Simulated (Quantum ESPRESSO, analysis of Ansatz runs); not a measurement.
# Migration in In2O3 (R-3c): V_O hop (3.0 Å), charge 0 (Quantum ESPRESSO), part 2 of 3

Wanted: path and barrier of a jump of O in In2O3 (R-3c) at charge 0. The case: V_O hop (3.0 Å), in a cell of 80 host atoms with 1 O taken out.

Quantum ESPRESSO 7.5; Quantum ESPRESSO plane-wave DFT, PBEsol, GBRV 1.5 PBEsol potentials; nudged elastic band between two relaxed defect structures.

So far: The structure; Relaxation of the start point, charge 0.

### 3. Relaxation of the end point, charge 0

Level of this step: Quantum ESPRESSO plane-wave DFT, PBEsol, GBRV 1.5 PBEsol potentials; relaxation of all atoms of a defect supercell (Quantum ESPRESSO).

The end point is relaxed in the same cell and settings, so that the two energies compare. Atoms more than 3.2 Å from the middle of the hop start where the first relaxation left them, the nearer ones on or close to their ideal places, with small random displacements.

Contents of pw.in:

```
&CONTROL
  calculation = 'relax'
  prefix = 'pwscf'
  outdir = './tmp'
  pseudo_dir = './pseudo'
  tprnfor = .true.
  disk_io = 'low'
  nstep = 70
  forc_conv_thr = 0.00078
  etot_conv_thr = 0.0001
/
&SYSTEM
  ibrav = 0
  nat = 79
  ntyp = 2
  ecutwfc = 36
  ecutrho = 288
  nbnd = 353
  occupations = 'fixed'
  nosym = .true.
/
&ELECTRONS
  conv_thr = 8d-08
  electron_maxstep = 100
  mixing_beta = 0.5
/
&IONS
  ion_dynamics = 'bfgs'
/
ATOMIC_SPECIES
In   114.8180 in_pbesol_v1.4.uspp.F.UPF
O     15.9990 o_pbesol_v1.2.uspp.F.UPF
CELL_PARAMETERS angstrom
   5.4978745703    3.1741994431    9.6511633505
  -5.4978745703    3.1741994431    9.6511633505
   0.0000000000   -6.3483986861    9.6511633503
ATOMIC_POSITIONS crystal
In     0.3197685489    0.3206921965    0.3253937094
In     0.4295686704    0.4307978700    0.4272888700
[... 3 atom lines left out ...]
O      0.3795352730    0.2310171755    0.0119668626
[... 4 atom lines left out ...]
In     0.3213675635    0.3201850921    0.8219662763
In     0.4287493000    0.4287554605    0.9297128150
[... 20 atom lines left out ...]
In     0.1807092777    0.6784614136    0.6783452078
[... 2 atom lines left out ...]
O      0.3757158540    0.7260017506    0.5229826381
O      0.2266701760    0.5238612095    0.8752329295
O      0.5232998307    0.3739566792    0.7271873836
[... 19 atom lines left out ...]
O      0.7729355149    0.4766166641    0.6260359313
O      0.6257348200    0.2730008211    0.9760027452
[... 9 atom lines left out ...]
O      0.6227437550    0.7807148342    0.4764480278
[... 2 atom lines left out ...]
In     0.6790540496    0.6795053747    0.6777584427
In     0.5702641518    0.5720730017    0.5713158323
[... 5 atom lines left out ...]
O      0.6246142756    0.7740727580    0.9750847682
K_POINTS gamma
```

Launch:

```sh
OMP_NUM_THREADS=1 mpirun -n 4 pw.x -in pw.in > pw.out
```

Log:

```text
[shortened: banners, details of potentials and solvers, and blank lines are left out]
[banner, memory and clock lines left out]
     gamma-point specific algorithms are used
     one sub-group per band group will be used
     bravais-lattice index     =            0
     lattice parameter (alat)  =      21.8300  a.u.
     unit-cell volume          =    6819.5630 (a.u.)^3
     number of atoms/cell      =           79
     number of atomic types    =            2
     number of electrons       =       698.00
     number of Kohn-Sham states=          353
     kinetic-energy cutoff     =      36.0000  Ry
     charge density cutoff     =     288.0000  Ry
     scf convergence threshold =      8.0E-08
     mixing beta               =       0.5000
     number of iterations used =            8  plain     mixing
     energy convergence thresh.=      1.0E-04
     force convergence thresh. =      7.8E-04
     Exchange-correlation= SLA  PW   PSX  PSC
                           (   1   4  10   8   0   0   0)
     nstep                     =           70
     crystal axes: (cart. coord. in units of alat)
               a(1) = (   0.475927   0.274777   0.835459 )
               a(2) = (  -0.475927   0.274777   0.835459 )
               a(3) = (   0.000000  -0.549553   0.835459 )
     PseudoPot. # 1 for In read from file:
     in_pbesol_v1.4.uspp.F.UPF
     Pseudo is Ultrasoft + core correction, Zval = 13.0
[...]
PseudoPot. # 2 for O  read from file:
     o_pbesol_v1.2.uspp.F.UPF
     Pseudo is Ultrasoft + core correction, Zval =  6.0
[...]
atomic species   valence    mass     pseudopotential
     In               13.00   114.81800     In( 1.00)
     O                 6.00    15.99900     O ( 1.00)
     No symmetry found
     site n.     atom                  positions (alat units)
         1        In     tau(   1) = (  -0.0004396  -0.0028375   0.8069316  )
         2        In     tau(   2) = (  -0.0005850   0.0015906   1.0757831  )
         3        In     tau(   3) = (   0.0004309  -0.0004034   0.4501453  )
         4        In     tau(   4) = (  -0.0007691  -0.0017479   0.1776649  )
         5        O      tau(   5) = (  -0.1678985  -0.0155295   0.5219413  )
         6        O      tau(   6) = (   0.0706838   0.1611890   0.5200893  )
         7        O      tau(   7) = (   0.0966346  -0.1363667   0.5225489  )
         8        O      tau(   8) = (   0.1652392   0.0180714   0.7302889  )
[...]
number of k points=     1
                       cart. coord. in units 2pi/alat
        k(    1) = (   0.0000000   0.0000000   0.0000000), wk =   2.0000000
     Dense  grid:   281435 G-vectors     FFT dimensions: ( 120, 120, 120)
     Smooth grid:    99485 G-vectors     FFT dimensions: (  90,  90,  90)
     starting charge     649.9999, renormalised to     698.0000
     Self-consistent Calculation
     iteration #  1     ecut=    36.00 Ry     beta= 0.50
     total energy              =   -5766.99733086 Ry
     estimated scf accuracy    <      40.22867739 Ry
     iteration #  2     ecut=    36.00 Ry     beta= 0.50
     total energy              =   -5778.13721567 Ry
     estimated scf accuracy    <       4.95612185 Ry
     iteration #  3     ecut=    36.00 Ry     beta= 0.50
     total energy              =   -5778.99530549 Ry
     estimated scf accuracy    <       0.24868590 Ry
[...]
estimated scf accuracy    <       0.00000231 Ry
[... 116 further cycles ...]
     iteration #  6     ecut=    36.00 Ry     beta= 0.50
     total energy              =   -5779.08116638 Ry
     estimated scf accuracy    <          9.6E-09 Ry
     iteration #  7     ecut=    36.00 Ry     beta= 0.50
     total energy              =   -5779.08116638 Ry
     estimated scf accuracy    <          1.6E-09 Ry
     iteration #  8     ecut=    36.00 Ry     beta= 0.50
     End of self-consistent calculation
          k = 0.0000 0.0000 0.0000 ( 12405 PWs)   bands (ev):
    -8.8015  -8.4104  -8.3601  -8.3263  -8.3248  -8.3017  -8.2383  -8.2190
    -8.2113  -8.2046  -8.2026  -8.1716  -8.0853  -8.0604  -8.0583  -8.0051
    -7.9309  -7.9246  -7.8910  -7.8853  -7.8695  -7.8558  -7.8273  -7.8087
    -7.7994  -7.7957  -7.7929  -7.7871  -7.7772  -7.7679  -7.7584  -7.7507
    -7.7406  -7.7351  -7.7204  -7.7161  -7.7080  -7.7025  -7.6985  -7.6946
    -7.6918  -7.6445  -7.6395  -7.6075  -7.5656  -7.5365  -7.5336  -3.6319
    -3.6247  -3.6020  -3.5808  -3.5792  -3.5684  -3.5587  -3.5550  -3.5523
    -3.5150  -3.5109  -3.4845  -3.4841  -3.4809  -3.4625  -3.4576  -3.4538
[...]
13.0869
     highest occupied, lowest unoccupied level (ev):     9.6316   11.6831
!    total energy              =   -5779.08116638 Ry
     estimated scf accuracy    <          1.7E-10 Ry
     The total energy is the sum of the following terms:
     one-electron contribution =   -1434.24842503 Ry
     hartree contribution      =    1320.37382289 Ry
     xc contribution           =   -1540.94194378 Ry
     ewald contribution        =   -4124.26462046 Ry
     convergence has been achieved in   8 iterations
     Forces acting on atoms (cartesian axes, Ry/au):
     atom    1 type  1   force =     0.00013490    0.00018713   -0.00003294
     atom    2 type  1   force =     0.00012543   -0.00000270    0.00025210
     atom    3 type  1   force =    -0.00033289    0.00023927    0.00006465
     atom    4 type  1   force =    -0.00017860   -0.00035956   -0.00011993
     atom    5 type  2   force =    -0.00043252    0.00011911    0.00028206
     atom    6 type  2   force =    -0.00004735   -0.00059102   -0.00019566
     atom    7 type  2   force =     0.00062060   -0.00024811    0.00015753
     atom    8 type  2   force =     0.00004679   -0.00043230   -0.00010935
[...]
Total force =     0.005211     Total SCF correction =     0.000050
     Energy error            =      6.7E-05 Ry
     Gradient error          =      1.2E-03 Ry/Bohr
     number of scf cycles    =  15
     number of bfgs steps    =  14
     energy             old  =   -5779.0810998766 Ry
     energy             new  =   -5779.0811663805 Ry
     CASE: energy            _new < energy            _old
     new trust radius        =       0.0037380575 bohr
     new conv_thr            =       0.0000000008 Ry
ATOMIC_POSITIONS (crystal)
In               0.3218893710        0.3206573171        0.3215762585
In               0.4303842625        0.4284590312        0.4274998313
In               0.1783606989        0.1772923753        0.1802862825
In               0.0697130704        0.0728352530        0.0714837038
O                0.0249306960        0.3738702432        0.2269745397
O                0.3768720947        0.2207100585        0.0224349008
O                0.2276757918        0.0218769279        0.3761071952
O                0.4768500679        0.1242708201        0.2732551984
[...]
Self-consistent Calculation
     iteration #  1     ecut=    36.00 Ry     beta= 0.50
     total energy              =   -5779.08119861 Ry
     estimated scf accuracy    <       0.00002417 Ry
     iteration #  2     ecut=    36.00 Ry     beta= 0.50
     total energy              =   -5779.08120186 Ry
     estimated scf accuracy    <       0.00001319 Ry
     iteration #  3     ecut=    36.00 Ry     beta= 0.50
     total energy              =   -5779.08120475 Ry
     estimated scf accuracy    <       0.00000144 Ry
[...]
estimated scf accuracy    <       0.00000022 Ry
     iteration #  5     ecut=    36.00 Ry     beta= 0.50
     total energy              =   -5779.08120500 Ry
     estimated scf accuracy    <       0.00000002 Ry
     iteration #  6     ecut=    36.00 Ry     beta= 0.50
     total energy              =   -5779.08120500 Ry
     estimated scf accuracy    <          3.7E-09 Ry
     iteration #  7     ecut=    36.00 Ry     beta= 0.50
     End of self-consistent calculation
          k = 0.0000 0.0000 0.0000 ( 12405 PWs)   bands (ev):
    -8.8016  -8.4101  -8.3612  -8.3260  -8.3240  -8.3008  -8.2403  -8.2190
    -8.2120  -8.2041  -8.2028  -8.1710  -8.0846  -8.0608  -8.0586  -8.0043
    -7.9320  -7.9251  -7.8928  -7.8847  -7.8691  -7.8560  -7.8286  -7.8083
    -7.8005  -7.7961  -7.7934  -7.7875  -7.7774  -7.7680  -7.7587  -7.7501
    -7.7394  -7.7351  -7.7198  -7.7167  -7.7082  -7.7017  -7.6982  -7.6938
    -7.6918  -7.6442  -7.6395  -7.6075  -7.5655  -7.5362  -7.5333  -3.6318
    -3.6245  -3.6021  -3.5814  -3.5790  -3.5683  -3.5589  -3.5550  -3.5527
    -3.5152  -3.5108  -3.4853  -3.4840  -3.4809  -3.4627  -3.4583  -3.4540
[...]
13.0869
     highest occupied, lowest unoccupied level (ev):     9.6316   11.6824
!    total energy              =   -5779.08120500 Ry
     estimated scf accuracy    <          7.5E-10 Ry
     The total energy is the sum of the following terms:
     one-electron contribution =   -1434.21074789 Ry
     hartree contribution      =    1320.35426074 Ry
     xc contribution           =   -1540.94222862 Ry
     ewald contribution        =   -4124.28248923 Ry
     convergence has been achieved in   7 iterations
     Forces acting on atoms (cartesian axes, Ry/au):
     atom    1 type  1   force =     0.00013100   -0.00007634    0.00013648
     atom    2 type  1   force =     0.00030938   -0.00005726    0.00026276
     atom    3 type  1   force =    -0.00014202    0.00046991    0.00008129
     atom    4 type  1   force =    -0.00029253   -0.00020704   -0.00011728
     atom    5 type  2   force =    -0.00039807   -0.00000537    0.00017003
     atom    6 type  2   force =    -0.00000473   -0.00060386   -0.00030006
     atom    7 type  2   force =     0.00034350   -0.00034366    0.00011880
     atom    8 type  2   force =    -0.00008333   -0.00008994    0.00013230
[...]
Total force =     0.004091     Total SCF correction =     0.000083
     Energy error            =      3.9E-05 Ry
     Gradient error          =      7.2E-04 Ry/Bohr
     bfgs converged in  16 scf cycles and  15 bfgs steps
     (criteria: energy <  1.0E-04 Ry, force <  7.8E-04 Ry/Bohr)
     End of BFGS Geometry Optimization
     Final energy             =   -5779.0812050020 Ry
Begin final coordinates
ATOMIC_POSITIONS (crystal)
In               0.3218893710        0.3206573171        0.3215762585
In               0.4303842625        0.4284590312        0.4274998313
In               0.1783606989        0.1772923753        0.1802862825
In               0.0697130704        0.0728352530        0.0714837038
O                0.0249306960        0.3738702432        0.2269745397
O                0.3768720947        0.2207100585        0.0224349008
O                0.2276757918        0.0218769279        0.3761071952
O                0.4768500679        0.1242708201        0.2732551984
[...]
End final coordinates
```

The job ended after 15 min (4 MPI ranks of Arm Neoverse V2, shared host; peak memory 1.9 GiB).

Step by step:

```csv
step,energy less that of the first step (eV)
0,0.0000
1,-0.3397
2,-0.5532
3,-0.7112
4,-0.7630
5,-0.8026
6,-0.8222
7,-0.8340
8,-0.8434
9,-0.8510
10,-0.8561
11,-0.8597
12,-0.8623
13,-0.8638
14,-0.8647
15,-0.8653
```

The atoms that moved most (Å):

```csv
atom,dx,dy,dz,length
In53,-0.128,-0.020,0.090,0.158
In12,0.057,-0.110,-0.092,0.154
In31,-0.130,-0.018,0.080,0.153
In73,0.064,0.091,-0.093,0.145
In72,0.053,0.084,0.095,0.138
O69,0.060,-0.113,-0.030,0.131
O6,0.042,-0.108,-0.024,0.118
O58,-0.087,-0.034,-0.022,0.096
```

Neighbours of O38 at the end:

| atom | distance (Å) |
| --- | --- |
| In73 | 2.112 |
| In53 | 2.169 |
| In12 | 2.207 |
| In11 | 2.310 |
| O37 | 2.769 |
| O6 | 2.835 |
| O18 | 2.989 |
| O58 | 3.002 |

Read from the output:

```
highest filled level                                                                              : 9.632 eV
lowest empty level                                                                                : 11.68 eV
r.m.s. move of the farther half of the atoms                                                      : 0.02560 Å
largest move from the ideal geometry of this structure, a common shift of the far atoms taken out : 0.1589 Å
```

The relaxation gained 0.865 eV and ended with a largest force component of 0.019 eV/Å. The end lies within 1 meV of the start.

[end of part 2 of 3]

[Logs are printed without paths, hosts, clocks, repeated set-up lines and the standing remarks that a program may print on its own settings, such as how far it seeks lower states.]

[Hosts, paths, dates, database ids (printed as entryN), source tags and the programs' standing remarks are cut or masked in the printed files.]
